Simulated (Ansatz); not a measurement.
Runs of Ansatz 0.2.0 on Sb. Symmetry: P6_3/mmc, No. 194, hexagonal system. The conventional cell has a = 3.355 Å, b = 3.355 Å, c = 5.470 Å, α = 90.00°, β = 90.00°, γ = 120.00°. Sb (site symmetry -6m2) is surrounded by 12 Sb at 3.35 Å. This isn't the form of Sb at room conditions, which is rhombohedral.

```csv
share of exact exchange,gap on the mesh (eV),pressure (GPa)
0.15,none,-0.9
0.2,none,(b)
0.25,none,-1.8
0.05,none,0.0
0.3,none,(a)
0.1,none,-0.4
```

Alike in all rows: task single point; level HSE06 form with a typed share of exact exchange; potentials or basis Ansatz PAW; no spin polarisation; cell as given; k mesh 5 × 5 × 3; cutoff (eV) 420; smearing fermi-dirac 0.05 eV; the mesh is coarse, so values aren't converged.

Task: Estimate the missing entries.

Result: (a) -2.3; (b) -1.4.

Caveats: all runs use coarse meshes; the PAW data sets come from PBE, with cores solved anew for the run's functional, which leaves a small shift of forces and pressure; the thresholds are loose for stress.

A k mesh can miss the band edges, and the runs leave out spin-orbit coupling on Sb.

A gap of «none» marks a metal or a gap under the smearing width.
